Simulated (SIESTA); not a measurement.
KMgF3 in SIESTA: the effect of functional

KMgF3:

```
K Mg F
1.0
     3.98590    0.00000    0.00000
     0.00000    3.98590    0.00000
     0.00000    0.00000    3.98590
K Mg F
1 1 3
Cartesian
  1.9929 1.9929 1.9929
  0.0000 0.0000 0.0000
  0.0000 0.0000 1.9929
  0.0000 1.9929 0.0000
  1.9929 0.0000 0.0000
```

Alike in all runs:

```yaml
Program: SIESTA 5.4.2
Task: band structure
Basis: DZP (energy shift 0.003 Ry; two zetas on semicore shells; d shell added on K)
Grid_cutoff: 800 Ry
Energy_shift: 0.003 Ry
k_mesh: 7 × 7 × 7
Occupations: fermi-dirac, width 0.05 eV
Spin: no spin polarisation
```

| functional | potentials or basis | gap on the mesh (eV) | pressure (GPa) |
| --- | --- | --- | --- |
| PBE | PseudoDojo 0.4 standard (PBE files) | ? | ? |
| LDA | PseudoDojo 0.4 standard (LDA files) | 6.93 | -3.8 |
| PBEsol | PseudoDojo 0.4 standard (PBEsol files) | 7.09 | 0.9 |

Question: What does the run with functional PBE give?

Answer: gap on the mesh 7.27 eV; pressure 4.6 GPa.

Caveats: the basis of atomic orbitals isn't converged, which shifts pressures, moduli and gaps.

A k mesh can miss the band edges.
